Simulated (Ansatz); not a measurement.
LiH in Ansatz: the effect of functional

LiH:

```xyz
2
Lattice="0.0000 2.0368 2.0368 2.0368 0.0000 2.0368 2.0368 2.0368 0.0000" Properties=species:S:1:pos:R:3 pbc="T T T"
Li    0.0000    0.0000    0.0000
H     2.0368    2.0368    2.0368
```

Alike in all runs:

| Item | Value |
| --- | --- |
| Program | Ansatz 0.2.0 |
| Task | projected density of states |
| Potentials or basis | Ansatz PAW |
| k mesh | 6 × 6 × 6 |
| Occupations | fermi-dirac, width 0.05 eV |
| Spin | no spin polarisation |

Problem. One run gave: gap on the mesh 3.02 eV. Which functional did it use?
A. BLYP
B. LDA
C. RPBE
D. PBE0
E. PBE

Solution. E.

```tsv
functional	cutoff	gap on the mesh (eV)
LDA	420 eV	2.65
PBE	420 eV	3.02
PBEsol	420 eV	2.78
RPBE	420 eV	3.19
revPBE	420 eV	3.16
BLYP	420 eV	3.45
r2SCAN	500 eV	3.66
HSE06	420 eV	4.00
PBE0	420 eV	4.70
r2SCAN0	500 eV	5.14
```

Caveats: all runs use coarse meshes; the density of states is complete only up to the lowest level of the last band computed.

A k mesh can miss the band edges.

Not every run made on this cell is shown here.
